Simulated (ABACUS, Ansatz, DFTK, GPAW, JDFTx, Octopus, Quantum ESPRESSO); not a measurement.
C: 8 runs at one level of theory

```
C
1.0
     2.52210    0.00000    0.00000
    -1.26105    2.18420    0.00000
     0.00000    0.00000   12.35570
C
12
Direct
  0.66667 0.33333 0.35417
  0.33333 0.66667 0.85417
  0.66667 0.33333 0.14583
  0.33333 0.66667 0.64583
  0.66667 0.33333 0.47917
  0.33333 0.66667 0.97917
  0.66667 0.33333 0.02083
  0.33333 0.66667 0.52083
  0.00000 0.00000 0.81250
  0.00000 0.00000 0.31250
  0.00000 0.00000 0.68750
  0.00000 0.00000 0.18750
```

Alike in all runs: task single point; functional PBE; k mesh 12 × 12 × 3; occupations fermi-dirac, width 0.05 eV; no spin polarisation; no spin-orbit coupling. Pressure is positive in compression and, in plane waves, holds the error of the finite cutoff, which Ansatz's Pulay term estimates and takes out.

```tsv
program and potentials	plane-wave cutoff (eV)	notes	pressure (GPa)	largest force (eV/Å)
Ansatz, Ansatz PAW	420	Pulay term of +1.04 GPa included	2.08	0.331
JDFTx, PseudoDojo-SR-PBE-0.5-standard	1116	-	2.15	0.330
Octopus, pseudodojo_pbe (PseudoDojo 0.5, PBE)	-	-	-	0.329
GPAW, GPAW PAW data sets (gpaw-data 1.2.1)	800	-	1.72	0.332
DFTK, PseudoDojo SR PBE 0.4.1 standard (PBE)	1116	-	2.24	0.330
Quantum ESPRESSO, SSSP 1.3 efficiency PBE	748	-	2.25	0.331
Ansatz, all-electron LAPW, scalar-relativistic	-	-	2.05	0.332
ABACUS, PseudoDojo NC SR 0.4.1 PBE standard, plane waves	1116	-	2.14	0.331
```

Force on atom 9 (C), eV/Å:

| program and potentials | x | y | z |
| --- | --- | --- | --- |
| Ansatz, Ansatz PAW | 0.000 | 0.000 | 0.331 |
| JDFTx, PseudoDojo-SR-PBE-0.5-standard | 0.000 | 0.000 | 0.330 |
| Octopus, pseudodojo_pbe (PseudoDojo 0.5, PBE) | 0.000 | 0.000 | 0.329 |
| GPAW, GPAW PAW data sets (gpaw-data 1.2.1) | 0.000 | 0.000 | 0.332 |
| DFTK, PseudoDojo SR PBE 0.4.1 standard (PBE) | 0.000 | 0.000 | 0.330 |
| Quantum ESPRESSO, SSSP 1.3 efficiency PBE | 0.000 | 0.000 | 0.331 |
| Ansatz, all-electron LAPW, scalar-relativistic | 0.000 | 0.000 | 0.332 |
| ABACUS, PseudoDojo NC SR 0.4.1 PBE standard, plane waves | 0.000 | 0.000 | 0.331 |

The pressure spans 1.72 (GPAW, GPAW PAW data sets (gpaw-data 1.2.1)) to 2.25 GPa (Quantum ESPRESSO, SSSP 1.3 efficiency PBE), with all-electron results at 2.05.

Differences between rows come from potentials, basis sets and numerical settings, since the functional is the same but for its coding. Runs on potential files found faulty are left out.
